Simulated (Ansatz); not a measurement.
# Te2Mo in Ansatz: band structure with revPBE

Aim: the band structure of Te2Mo with revPBE.

All numbers are computed with Ansatz 0.2.0; they aren't measurements. Logs are shortened: lines on timing, memory, paths and dates and some standing lists are left out, and cuts for length are marked.

## (1) The structure

The cell holds a slab with vacuum, 12 atoms: a = 3.561 Å, b = 3.561 Å, c = 38.990 Å, α = 90.00°, β = 90.00°, γ = 120.00°.

## (2) Band structure, revPBE

Input file input.yaml:

```yaml
crystal:
  lattice:
    - [3.5613831954, 0.0, 0.0]
    - [-1.7806915977, 3.0842483198, 0.0]
    - [0.0, 0.0, 38.99026814]
  atoms:
    - { symbol: Te, position: [0.3333333333, 0.6666666667, 0.32822317] }
    - { symbol: Te, position: [0.3333333333, 0.6666666667, 0.95181809] }
    - { symbol: Te, position: [0.6666666667, 0.3333333333, 0.14008092] }
    - { symbol: Te, position: [0.6666666667, 0.3333333333, 0.76363067] }
    - { symbol: Te, position: [0.6666666667, 0.3333333333, 0.04818191] }
    - { symbol: Te, position: [0.6666666667, 0.3333333333, 0.67177683] }
    - { symbol: Te, position: [0.3333333333, 0.6666666667, 0.23636933] }
    - { symbol: Te, position: [0.3333333333, 0.6666666667, 0.85991908] }
    - { symbol: Mo, position: [0.6666666667, 0.3333333333, 0.282338] }
    - { symbol: Mo, position: [0.6666666667, 0.3333333333, 0.90585884] }
    - { symbol: Mo, position: [0.3333333333, 0.6666666667, 0.09414116] }
    - { symbol: Mo, position: [0.3333333333, 0.6666666667, 0.717662] }
hamiltonian:
  xc: revpbe
  pseudopotentials: { kind: paw }
kpoints:
  mp_grid: { grid: [9, 9, 1] }
  band_path:
    path:
      - [[0.0, 0.0, 0.0], [0.5, 0.0, 0.0], [0.3333333333, 0.3333333333, 0.0], [0.0, 0.0, 0.0], [0.0, 0.0, 0.5], [0.5, 0.0, 0.5], [0.3333333333, 0.3333333333, 0.5], [0.0, 0.0, 0.5]]
      - [[0.5, 0.0, 0.5], [0.5, 0.0, 0.0]]
      - [[0.3333333333, 0.3333333333, 0.0], [0.3333333333, 0.3333333333, 0.5]]
    npoints: 10
scf:
  occupations: { method: fermi_dirac, width: 0.05 }
  n_extra_bands: 30
output:
  forces: true
  stress: true
  eigenvalues: true
  fatbands: false
```

Potentials or basis: Ansatz PAW.

On the command line:

```sh
ansatz run input.yaml --threads 4 --pin off --max-ram 11264MiB --backend cpu --events-out ev --progress --plain --runs-dir out
```

Standard output:

```text
Warning: RAYON_NUM_THREADS=4 ignored (pool sized by the plan → 4); use --threads N
scf.n_extra_bands = 30 over 92 filled bands (N_el = 184.0): the run solves 122 bands
Engine: ansatz 0.2.0, aarch64-unknown-linux-gnu
[... 82 lines left out ...]
  k-point 0: bands = ["-53.4744", "-53.4744", "-53.4710", "-53.4710", "-29.3276", "-29.3276", "-29.3275", "-29.3275", "-29.3208", "-29.3208", "-29.3208", "-29.3208", "-29.3164", "-29.3164", "-29.3164", "-29.3164", "-29.3076", "-29.3076", "-29.3076", "-29.3076", "-29.2596", "-29.2596", "-29.2594", "-29.2594", "-29.2522", "-29.2522", "-29.2522", "-29.2522", "-29.2486", "-29.2486", "-29.2484", "-29.2484", "-29.2367", "-29.2367", "-29.2367", "-29.2367", "-29.2354", "-29.2351", "-29.2280", "-29.2280", "-29.2258", "-29.2255", "-29.2121", "-29.2121", "-27.6143", "-27.6143", "-27.6109", "-27.6109", "-27.5014", "-27.5014", "-27.5014", "-27.5014", "-27.4978", "-27.4978", "-27.4978", "-27.4978", "-5.3934", "-5.3535", "-5.3035", "-5.2648", "-4.4609", "-4.3884", "-4.3094", "-4.2539", "1.9286", "2.1169", "2.3705", "2.5927", "4.8795", "5.2808", "5.5125", "5.5125", "5.5152", "5.5152", "5.5180", "5.5180", "5.5190", "5.5190", "5.7903", "6.2928", "6.2928", "6.2984", "6.2984", "6.3040", "6.3040", "6.3059", "6.3069", "6.3069", "6.6248", "6.9801", "7.1589", "7.2456", "10.2145", "10.2145", "10.2322", "10.2322", "10.2550", "10.2550", "10.2704", "10.2704", "10.4848", "10.4848", "10.5237", "10.5237", "10.5619", "10.5619", "10.5860", "10.5860", "11.3640", "11.6148", "12.7439", "13.0422", "13.1170", "13.3495", "13.4676", "14.2176", "14.3546", "14.9330", "15.0964", "15.1679", "15.2002", "15.3381"]
  k-point 1: bands = ["-53.4736", "-53.4736", "-53.4701", "-53.4701", "-29.3263", "-29.3263", "-29.3251", "-29.3251", "-29.3198", "-29.3198", "-29.3183", "-29.3183", "-29.3182", "-29.3181", "-29.3143", "-29.3143", "-29.3091", "-29.3091", "-29.3054", "-29.3054", "-29.2606", "-29.2604", "-29.2600", "-29.2599", "-29.2531", "-29.2531", "-29.2530", "-29.2530", "-29.2516", "-29.2514", "-29.2488", "-29.2486", "-29.2393", "-29.2393", "-29.2370", "-29.2370", "-29.2345", "-29.2342", "-29.2270", "-29.2270", "-29.2246", "-29.2244", "-29.2110", "-29.2110", "-27.6069", "-27.6069", "-27.6035", "-27.6035", "-27.5161", "-27.5161", "-27.5125", "-27.5125", "-27.5041", "-27.5041", "-27.5004", "-27.5004", "-5.2286", "-5.1891", "-5.1396", "-5.1011", "-4.3443", "-4.2739", "-4.1978", "-4.1445", "2.1092", "2.2941", "2.5449", "2.7667", "4.7285", "5.0470", "5.1438", "5.1505", "5.1565", "5.1613", "5.3994", "5.6106", "5.6450", "5.6492", "5.6536", "5.6559", "6.0760", "6.0832", "6.0907", "6.0950", "6.2923", "6.3270", "6.4129", "6.6393", "6.6705", "7.0478", "7.0980", "7.1214", "9.6850", "9.6888", "9.6934", "9.6940", "9.7234", "9.7685", "9.8113", "9.8341", "10.1216", "10.1570", "10.2058", "10.2526", "10.3473", "10.3884", "10.4214", "10.4397", "11.5891", "11.8530", "13.1253", "13.5382", "13.7321", "14.0170", "14.0447", "14.4068", "14.4962", "15.0293", "15.1417", "15.6428", "15.6974", "15.7766"]
  k-point 2: bands = ["-53.4713", "-53.4713", "-53.4678", "-53.4678", "-29.3233", "-29.3233", "-29.3230", "-29.3230", "-29.3189", "-29.3189", "-29.3188", "-29.3188", "-29.3121", "-29.3121", "-29.3118", "-29.3118", "-29.3089", "-29.3089", "-29.3000", "-29.3000", "-29.2631", "-29.2628", "-29.2609", "-29.2608", "-29.2584", "-29.2583", "-29.2555", "-29.2555", "-29.2553", "-29.2553", "-29.2493", "-29.2491", "-29.2446", "-29.2446", "-29.2378", "-29.2378", "-29.2322", "-29.2321", "-29.2247", "-29.2247", "-29.2216", "-29.2214", "-29.2082", "-29.2082", "-27.5883", "-27.5883", "-27.5849", "-27.5849", "-27.5533", "-27.5533", "-27.5498", "-27.5498", "-27.5108", "-27.5108", "-27.5072", "-27.5072", "-4.7634", "-4.7258", "-4.6785", "-4.6416", "-4.0162", "-3.9529", "-3.8856", "-3.8392", "2.5719", "2.7391", "2.9698", "3.1783", "4.2165", "4.2232", "4.2415", "4.2870", "4.3251", "4.5023", "4.6500", "4.7240", "5.6091", "5.6189", "5.6300", "5.6372", "5.9758", "6.0013", "6.0106", "6.0202", "6.0263", "6.0897", "6.2671", "6.4628", "6.5052", "6.6497", "6.6530", "6.6545", "8.7378", "8.8308", "8.9539", "9.0800", "9.2868", "9.4128", "9.4445", "9.4879", "9.5407", "9.5697", "9.5806", "9.7054", "10.5558", "10.6183", "10.6856", "10.7320", "12.1399", "12.3789", "13.4772", "13.7376", "13.8449", "14.1209", "14.2497", "14.5620", "14.5966", "14.6813", "14.7111", "14.8388", "14.9852", "15.1583"]
  k-point 11: bands = ["-53.4658", "-53.4658", "-53.4623", "-53.4623", "-29.3302", "-29.3302", "-29.3227", "-29.3227", "-29.3108", "-29.3107", "-29.3060", "-29.3060", "-29.3056", "-29.3055", "-29.3046", "-29.3046", "-29.2977", "-29.2977", "-29.2960", "-29.2960", "-29.2783", "-29.2780", "-29.2699", "-29.2699", "-29.2664", "-29.2664", "-29.2589", "-29.2589", "-29.2537", "-29.2537", "-29.2536", "-29.2533", "-29.2428", "-29.2428", "-29.2422", "-29.2422", "-29.2291", "-29.2291", "-29.2211", "-29.2211", "-29.2148", "-29.2148", "-29.2019", "-29.2019", "-27.6052", "-27.6052", "-27.6018", "-27.6018", "-27.5639", "-27.5638", "-27.5602", "-27.5602", "-27.5443", "-27.5443", "-27.5407", "-27.5407", "-3.1314", "-3.1314", "-3.1234", "-3.1234", "-2.8771", "-2.8771", "-2.8671", "-2.8671", "2.7040", "2.7353", "2.7744", "2.8047", "2.8795", "2.8795", "2.8971", "2.8971", "3.3849", "3.4337", "3.4860", "3.5223", "4.0761", "4.0761", "4.2007", "4.2007", "4.3566", "4.3566", "4.4835", "4.4835", "5.5010", "5.5010", "5.5321", "5.5321", "7.1499", "7.1831", "7.2245", "7.2565", "8.2589", "8.2589", "8.2619", "8.2619", "8.8796", "9.0396", "9.2394", "9.4016", "9.6739", "9.6739", "9.7056", "9.7056", "11.0840", "11.0840", "11.1923", "11.1923", "11.8406", "12.1264", "12.4893", "12.5317", "12.5317", "12.7423", "12.7423", "12.8073", "14.6274", "14.6274", "14.9929", "14.9929", "15.2716", "15.5945"]
```

bands.tsv:

```text
[... 115 lines left out ...]
```

Wall time 55 s (4 threads of Arm Neoverse V1, shared host); peak memory 2.7 GiB.

What came out:

```yaml
Free_energy: -75737.3382 eV
Largest_force: 0.344 eV/Å
Band_gap_on_the_k_mesh: 1.00 eV, direct
Band_gap_along_the_path: 1.00 eV, direct
```

Forces in eV/Å, atoms in the order of the input:
```
Te   0.000  0.000  0.344
Te   0.000  0.000  0.245
Te   0.000  0.000  0.253
Te   0.000  0.000  0.246
Te   0.000  0.000 -0.245
Te   0.000  0.000 -0.344
Te   0.000  0.000 -0.246
Te   0.000  0.000 -0.253
Mo   0.000  0.000 -0.010
Mo   0.000  0.000  0.008
Mo   0.000  0.000 -0.008
Mo   0.000  0.000  0.010
```

Levels at the corners of the path, in eV from the valence-band top:
| point | band 89 | band 90 | band 91 | band 92 | band 93 | band 94 | band 95 | band 96 |
| --- | --- | --- | --- | --- | --- | --- | --- | --- |
| Γ | -0.63 | -0.28 | -0.10 | -0.01 | 2.96 | 2.96 | 2.98 | 2.98 |
| M | -0.47 | -0.43 | -0.39 | -0.36 | 1.32 | 1.33 | 1.34 | 1.35 |
| K | -0.11 | -0.07 | -0.03 | 0.00 | 1.00 | 1.00 | 1.01 | 1.01 |
| Γ | -0.63 | -0.28 | -0.10 | -0.01 | 2.96 | 2.96 | 2.98 | 2.98 |
| A | -0.63 | -0.28 | -0.10 | -0.01 | 2.96 | 2.96 | 2.98 | 2.98 |
| L | -0.47 | -0.43 | -0.39 | -0.36 | 1.32 | 1.33 | 1.34 | 1.35 |
| H | -0.11 | -0.07 | -0.03 | 0.00 | 1.00 | 1.00 | 1.01 | 1.01 |
| A | -0.63 | -0.28 | -0.10 | -0.01 | 2.96 | 2.96 | 2.98 | 2.98 |
| L | -0.47 | -0.43 | -0.39 | -0.36 | 1.32 | 1.33 | 1.34 | 1.35 |
| M | -0.47 | -0.43 | -0.39 | -0.36 | 1.32 | 1.33 | 1.34 | 1.35 |
| K | -0.11 | -0.07 | -0.03 | 0.00 | 1.00 | 1.00 | 1.01 | 1.01 |
| H | -0.11 | -0.07 | -0.03 | 0.00 | 1.00 | 1.00 | 1.01 | 1.01 |

Caveat: spin-orbit coupling is left out, which moves the levels of the heavy elements; the PAW data sets come from PBE, with cores solved anew for the run's functional, which leaves a small shift of forces and pressure. As with any semilocal functional, this revPBE gap is likely too small.
